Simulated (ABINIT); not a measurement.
# La (Im-3m) in ABINIT: equation of state

Aim: energy against volume of La in PBE, for its equilibrium volume and stiffness.

Program: ABINIT 10.8.3 (patched build). These are calculated values, not measurements. Logs are shortened: lines on timing, memory, paths and dates and some standing lists are left out, and cuts for length are marked. The log counts tension as positive stress, the text compression.

**1. The structure**

Symmetry: Im-3m, No. 229, cubic system. The conventional cell has a = 4.248 Å, b = 4.248 Å, c = 4.248 Å, α = 90.00°, β = 90.00°, γ = 90.00°. La (site symmetry m-3m) is surrounded by 8 La at 3.68 Å.

This isn't the form of La at room conditions, which is double hcp.

**2. Equation of state, PBE**

Input file run.abi:

```
# Datasets: one volume each
ndtset 7
getwfk -1
scalecart1 3*0.9795861087
scalecart2 3*0.9864848297
scalecart3 3*0.9932883884
scalecart4 3*1.0000000000
scalecart5 3*1.0066227096
scalecart6 3*1.0131594038
scalecart7 3*1.0196128224

# Pseudopotentials
pp_dirpath "./"
pseudos "La.GGA_PBE-JTH.xml"

# Structure
acell 3*1.0 Angstrom
rprim
    -2.1238310710     2.1238310710     2.1238310710
     2.1238310710    -2.1238310710     2.1238310710
     2.1238310710     2.1238310710    -2.1238310710
ntypat 1
znucl 57
natom 1
typat 1
xred
     0.0000000000     0.0000000000     0.0000000000

# Plane-wave basis
ecut 20.0
pawecutdg 40.0

# k points
kptopt 1
ngkpt 9 9 9
nshiftk 1
shiftk 0.0 0.0 0.0

# Exchange and correlation
ixc 11

# Bands and occupations
nband 13
occopt 3
tsmear 0.00183747

# SCF cycle
nstep 100
tolvrs 1.0e-9

# Output
iomode 3
prtwf 1
prtden 0
prteig 0
prtebands 0
enunit 1
```

Potentials or basis: JTH PAW PBE v2.0.

Launch:

```
$ abinit run.abi > log 2>&1
```

run.abo:

```text
.Version 10.8.3 of ABINIT
 DATASET    1 : space group Im -3 m (#229); Bravais cI (body-center cubic)
================================================================================
 Values of the parameters that define the memory need for DATASET  1.
     intxc =       0    ionmov =       0      iscf =      17    lmnmax =      32
     lnmax =       8     mgfft =      30  mpssoang =       4    mqgrid =    3001
     natom =       1  nloc_mem =       2    nspden =       1   nspinor =       1
    nsppol =       1      nsym =      48    n1xccc =       1    ntypat =       1
    occopt =       3   xclevel =       2
       mpw =        1048          nfft =       27000          nkpt =          35
 PAW method is used; the additional fine FFT grid is defined by:
   mgfftf=        40    nfftf =     64000
================================================================================
================================================================================

 DATASET    2 : space group Im -3 m (#229); Bravais cI (body-center cubic)
================================================================================
 Values of the parameters that define the memory need for DATASET  2.
     intxc =       0    ionmov =       0      iscf =      17    lmnmax =      32
     lnmax =       8     mgfft =      30  mpssoang =       4    mqgrid =    3001
     natom =       1  nloc_mem =       2    nspden =       1   nspinor =       1
    nsppol =       1      nsym =      48    n1xccc =       1    ntypat =       1
    occopt =       3   xclevel =       2
       mpw =        1079          nfft =       27000          nkpt =          35
 PAW method is used; the additional fine FFT grid is defined by:
   mgfftf=        40    nfftf =     64000
================================================================================
================================================================================
[... 57 lines left out ...]
 DATASET    7 : space group Im -3 m (#229); Bravais cI (body-center cubic)
================================================================================
 Values of the parameters that define the memory need for DATASET  7.
     intxc =       0    ionmov =       0      iscf =      17    lmnmax =      32
     lnmax =       8     mgfft =      30  mpssoang =       4    mqgrid =    3001
     natom =       1  nloc_mem =       2    nspden =       1   nspinor =       1
    nsppol =       1      nsym =      48    n1xccc =       1    ntypat =       1
    occopt =       3   xclevel =       2
       mpw =        1183          nfft =       27000          nkpt =          35
 PAW method is used; the additional fine FFT grid is defined by:
   mgfftf=        45    nfftf =     91125
================================================================================
================================================================================

--------------------------------------------------------------------------------
------------- Echo of variables that govern the present computation ------------
--------------------------------------------------------------------------------
 -outvars: echo values of preprocessed input variables --------
            acell      1.8897261259E+00  1.8897261259E+00  1.8897261259E+00 Bohr
              amu      1.38905500E+02
             ecut      2.00000000E+01 Hartree
           enunit           1
           getwfk          -1
              ixc          11
           jdtset        1    2    3    4    5    6    7
         kptrlatt        9    0    0      0    9    0      0    0    9
          kptrlen1     6.12864678E+01
          kptrlen2     6.17180769E+01
          kptrlen3     6.21437323E+01
          kptrlen4     6.25636351E+01
          kptrlen5     6.29779759E+01
          kptrlen6     6.33869352E+01
          kptrlen7     6.37906845E+01
            natom           1
            nband          13
           ndtset           7
            ngfft          30      30      30
          ngfftdg1         40      40      40
          ngfftdg2         40      40      40
          ngfftdg3         40      40      40
          ngfftdg4         40      40      40
          ngfftdg5         40      40      40
          ngfftdg6         45      45      45
          ngfftdg7         45      45      45
             nkpt          35
            nstep         100
             nsym          48
           ntypat           1
           occopt           3
        pawecutdg      4.00000000E+01 Hartree
         pawxcdev           0
           prtden           0
        prtebands           0
           prteig           0
            rprim1    -2.0804754144E+00  2.0804754144E+00  2.0804754144E+00
                       2.0804754144E+00 -2.0804754144E+00  2.0804754144E+00
                       2.0804754144E+00  2.0804754144E+00 -2.0804754144E+00
            rprim2    -2.0951271324E+00  2.0951271324E+00  2.0951271324E+00
                       2.0951271324E+00 -2.0951271324E+00  2.0951271324E+00
                       2.0951271324E+00  2.0951271324E+00 -2.0951271324E+00
            rprim3    -2.1095767417E+00  2.1095767417E+00  2.1095767417E+00
                       2.1095767417E+00 -2.1095767417E+00  2.1095767417E+00
                       2.1095767417E+00  2.1095767417E+00 -2.1095767417E+00
            rprim4    -2.1238310710E+00  2.1238310710E+00  2.1238310710E+00
                       2.1238310710E+00 -2.1238310710E+00  2.1238310710E+00
                       2.1238310710E+00  2.1238310710E+00 -2.1238310710E+00
            rprim5    -2.1378965874E+00  2.1378965874E+00  2.1378965874E+00
                       2.1378965874E+00 -2.1378965874E+00  2.1378965874E+00
                       2.1378965874E+00  2.1378965874E+00 -2.1378965874E+00
            rprim6    -2.1517794217E+00  2.1517794217E+00  2.1517794217E+00
                       2.1517794217E+00 -2.1517794217E+00  2.1517794217E+00
                       2.1517794217E+00  2.1517794217E+00 -2.1517794217E+00
            rprim7    -2.1654853926E+00  2.1654853926E+00  2.1654853926E+00
                       2.1654853926E+00 -2.1654853926E+00  2.1654853926E+00
                       2.1654853926E+00  2.1654853926E+00 -2.1654853926E+00
          spgroup         229
           tolvrs      1.00000000E-09
           tsmear      1.83747000E-03 Hartree
            typat      1
           useylm           1
            znucl       57.00000

================================================================================

 chkinp: Checking input parameters for consistency, jdtset=   1.

 chkinp: Checking input parameters for consistency, jdtset=   2.

 chkinp: Checking input parameters for consistency, jdtset=   3.

 chkinp: Checking input parameters for consistency, jdtset=   4.

 chkinp: Checking input parameters for consistency, jdtset=   5.

 chkinp: Checking input parameters for consistency, jdtset=   6.

 chkinp: Checking input parameters for consistency, jdtset=   7.

================================================================================
== DATASET  1 ==================================================================
[... 13 lines left out ...]
 Real(R)+Recip(G) space primitive vectors, cartesian coordinates (Bohr,Bohr^-1):
 R(1)= -3.9315287  3.9315287  3.9315287  G(1)=  0.0000000  0.1271770  0.1271770
 R(2)=  3.9315287 -3.9315287  3.9315287  G(2)=  0.1271770  0.0000000  0.1271770
 R(3)=  3.9315287  3.9315287 -3.9315287  G(3)=  0.1271770  0.1271770  0.0000000
 Unit cell volume ucvol=  2.4307727E+02 bohr^3
 Angles (23,13,12)=  1.09471221E+02  1.09471221E+02  1.09471221E+02 degrees

 Coarse grid specifications (used for wave-functions):

 getcut: wavevector=  0.0000  0.0000  0.0000  ngfft=  30  30  30
         ecut(hartree)=     20.000   => boxcut(ratio)=   2.18836

 Fine grid specifications (used for densities):

 getcut: wavevector=  0.0000  0.0000  0.0000  ngfft=  40  40  40
         ecut(hartree)=     40.000   => boxcut(ratio)=   2.06450

--- Pseudopotential description ------------------------------------------------
- pspini: atom type   1  psp file is ./La.GGA_PBE-JTH.xml
 Pseudopotential format is: paw10
 basis_size (lnmax)=  8 (lmn_size= 32), orbitals=   0   0   1   1   2   2   3   3
 Spheres core radius: rc_sph= 2.51647158
 Shapefunction is SIN type: shapef(r)=[sin(pi*r/rshp)/(pi*r/rshp)]**2
 Radius for shape functions =  1.95079210
 Compensation charge density is not taken into account in XC energy/potential

   6.99048521E+02                                ecore*ucvol(ha*bohr**3)
--------------------------------------------------------------------------------

[... 7 lines left out ...]

     iter   Etot(hartree)      deltaE(h)  residm     nres2
 ETOT  1  -31.924606265015    -3.192E+01 1.663E-01 7.931E-01
 ETOT  2  -32.002059039721    -7.745E-02 5.046E-03 1.448E-01
 ETOT  3  -32.001976194216     8.285E-05 1.165E-03 3.773E-02
 ETOT  4  -32.001948726053     2.747E-05 1.124E-03 1.311E-04
 ETOT  5  -32.001950887430    -2.161E-06 2.284E-04 5.594E-05
 ETOT  6  -32.001950987106    -9.968E-08 9.068E-05 2.519E-06
 ETOT  7  -32.001950975866     1.124E-08 1.760E-04 1.998E-07
 ETOT  8  -32.001950975277     5.889E-10 1.164E-04 6.069E-08
 ETOT  9  -32.001950975302    -2.495E-11 6.031E-05 2.645E-10
[... 1126 lines left out ...]
--- !EnergyTermsWithPAWCore
iteration_state     : {dtset: 7, }
comment             : 'Components of total free energy, including PAW core contributions'
Total energy        : -8.49345832059518E+03
Total energy DC     : -8.49345831628523E+03
Total energy (eV)   : -2.31118774925857E+05
Total energy DC (eV): -2.31118774808577E+05
...

 Cartesian components of stress tensor (hartree/bohr^3)
  sigma(1 1)=  6.13850545E-05  sigma(3 2)=  0.00000000E+00
  sigma(2 2)=  6.13850545E-05  sigma(3 1)=  0.00000000E+00
  sigma(3 3)=  6.13850545E-05  sigma(2 1)=  0.00000000E+00

-Cartesian components of stress tensor (GPa)         [Pressure= -1.8060E+00 GPa]
- sigma(1 1)=  1.80601066E+00  sigma(3 2)=  0.00000000E+00
- sigma(2 2)=  1.80601066E+00  sigma(3 1)=  0.00000000E+00
- sigma(3 3)=  1.80601066E+00  sigma(2 1)=  0.00000000E+00

== END DATASET(S) ==============================================================
================================================================================

 -outvars: echo values of variables after computation  --------
            acell      1.8897261259E+00  1.8897261259E+00  1.8897261259E+00 Bohr
           etotal1    -3.2001950975E+01
           etotal2    -3.2002113000E+01
           etotal3    -3.2002177546E+01
           etotal4    -3.2002150594E+01
           etotal5    -3.2002035179E+01
           etotal6    -3.2001829776E+01
           etotal7    -3.2001552843E+01
            fcart1    -0.0000000000E+00 -0.0000000000E+00 -0.0000000000E+00
            fcart2    -0.0000000000E+00 -0.0000000000E+00 -0.0000000000E+00
            fcart3    -0.0000000000E+00 -0.0000000000E+00 -0.0000000000E+00
            fcart4    -0.0000000000E+00 -0.0000000000E+00 -0.0000000000E+00
            fcart5    -0.0000000000E+00 -0.0000000000E+00 -0.0000000000E+00
            fcart6    -0.0000000000E+00 -0.0000000000E+00 -0.0000000000E+00
            fcart7    -0.0000000000E+00 -0.0000000000E+00 -0.0000000000E+00
            rprim1    -2.0804754144E+00  2.0804754144E+00  2.0804754144E+00
                       2.0804754144E+00 -2.0804754144E+00  2.0804754144E+00
                       2.0804754144E+00  2.0804754144E+00 -2.0804754144E+00
            rprim2    -2.0951271324E+00  2.0951271324E+00  2.0951271324E+00
                       2.0951271324E+00 -2.0951271324E+00  2.0951271324E+00
                       2.0951271324E+00  2.0951271324E+00 -2.0951271324E+00
            rprim3    -2.1095767417E+00  2.1095767417E+00  2.1095767417E+00
                       2.1095767417E+00 -2.1095767417E+00  2.1095767417E+00
                       2.1095767417E+00  2.1095767417E+00 -2.1095767417E+00
            rprim4    -2.1238310710E+00  2.1238310710E+00  2.1238310710E+00
                       2.1238310710E+00 -2.1238310710E+00  2.1238310710E+00
                       2.1238310710E+00  2.1238310710E+00 -2.1238310710E+00
            rprim5    -2.1378965874E+00  2.1378965874E+00  2.1378965874E+00
                       2.1378965874E+00 -2.1378965874E+00  2.1378965874E+00
                       2.1378965874E+00  2.1378965874E+00 -2.1378965874E+00
            rprim6    -2.1517794217E+00  2.1517794217E+00  2.1517794217E+00
                       2.1517794217E+00 -2.1517794217E+00  2.1517794217E+00
                       2.1517794217E+00  2.1517794217E+00 -2.1517794217E+00
            rprim7    -2.1654853926E+00  2.1654853926E+00  2.1654853926E+00
                       2.1654853926E+00 -2.1654853926E+00  2.1654853926E+00
                       2.1654853926E+00  2.1654853926E+00 -2.1654853926E+00
           strten1    -4.0276391902E-05 -4.0276391902E-05 -4.0276391902E-05
                       0.0000000000E+00  0.0000000000E+00  0.0000000000E+00
           strten2    -2.0501805654E-05 -2.0501805654E-05 -2.0501805654E-05
                       0.0000000000E+00  0.0000000000E+00  0.0000000000E+00
           strten3    -2.5942031921E-06 -2.5942031921E-06 -2.5942031921E-06
                       0.0000000000E+00  0.0000000000E+00  0.0000000000E+00
           strten4     1.5012390652E-05  1.5012390652E-05  1.5012390652E-05
                       0.0000000000E+00  0.0000000000E+00  0.0000000000E+00
           strten5     3.1661463558E-05  3.1661463558E-05  3.1661463558E-05
                       0.0000000000E+00  0.0000000000E+00  0.0000000000E+00
           strten6     4.7725086064E-05  4.7725086064E-05  4.7725086064E-05
                       0.0000000000E+00  0.0000000000E+00  0.0000000000E+00
           strten7     6.1385054504E-05  6.1385054504E-05  6.1385054504E-05
                       0.0000000000E+00  0.0000000000E+00  0.0000000000E+00
 Calculation completed.
```

Run time: 2.5 min. Hardware: 1 thread of Arm Neoverse N1, shared host; peak memory 0.16 GiB.

What came out:

```yaml
Equilibrium_volume: "37.70 Å³/atom (rough: see the caveat)"
Bulk_modulus: 26 GPa (rough)
```

Energy against volume, from the lowest point:
```
volume (Å³/atom)  energy (meV/atom)
          36.020               6.17
          36.787               1.76
          37.553               0.00
          38.320               0.73
          39.086               3.87
          39.852               9.46
          40.619              17.00
```

Caveat: pressures at fixed basis lie under the slope of the energies; the fit is doubtful: noisy points or a state that changes with volume. Spin-orbit coupling is left out, which matters for the levels of La.
